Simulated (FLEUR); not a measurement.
Runs of FLEUR MaX-R8.1 (later development tree) on Co. The structure is trigonal, space group P-3m1 (No. 164). Conventional cell: a = 2.487 Å, b = 2.487 Å, c = 4.063 Å, α = 90.00°, β = 90.00°, γ = 120.00°. Co (site symmetry 3m) has 12 Co at 2.42 to 2.55 Å as nearest neighbours.

| level | max iterations | mixer history | density convergence | moment (μB) |
| --- | --- | --- | --- | --- |
| LDA | 60 | 15 | 1e-05 me/bohr^3 | 3.17 |
| SCAN | 80 | 30 | 0.0001 me/bohr^3 | 3.59 |
| r2SCAN | 80 | 30 | 0.0001 me/bohr^3 | 3.59 |
| TPSS | 80 | 30 | 0.0001 me/bohr^3 | (a) |
| PBEsol | 60 | 15 | 1e-05 me/bohr^3 | 3.26 |

Alike in all rows: task band structure; potentials or basis all-electron, FLAPW; spin collinear, ferromagnetic start; cell as given; k mesh 12 × 12 × 7; smearing fermi-dirac 0.05 eV; kmax 4.67 1/bohr.

Fill in the values left out.

(a) 3.34.

Caveats: the meta-GGA is that of a development version, with a GGA for the radial functions and cores and without core tails (some runs).
